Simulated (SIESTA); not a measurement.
The system is Cu.

```xyz
1
Lattice="-1.4428 1.4428 1.3761 1.4428 -1.4428 1.3761 1.4428 1.4428 -1.3761" Properties=species:S:1:pos:R:3 pbc="T T T"
Cu    0.0000    0.0000    0.0000
```

This isn't the form of Cu at room conditions, which is fcc.

Base run:

```yaml
Program: SIESTA 5.4.2
Functional: PBE
Potentials_or_basis: PseudoDojo 0.4 standard (PBE files)
Basis: DZP (energy shift 0.003 Ry; two zetas on semicore shells)
Grid_cutoff: 800 Ry
Energy_shift: 0.003 Ry
k_mesh: 13 × 13 × 13
Occupations: fermi-dirac, width 0.05 eV
Spin: no spin polarisation
```

Its results: band gap on the k mesh none (metal or under the smearing width); pressure 6.8 GPa.

Task: The run is repeated on the same cell with these changes: functional from PBE to PBEsol; potentials or basis from PseudoDojo 0.4 standard (PBE files) to PseudoDojo 0.4 standard (PBEsol files). What comes out?

Result: Band gap on the k mesh none (metal or under the smearing width); pressure -2.1 GPa.

Caveats: short orbitals over semicore shells can move pressures by several GPa; the basis of atomic orbitals isn't converged, which shifts pressures, moduli and gaps.
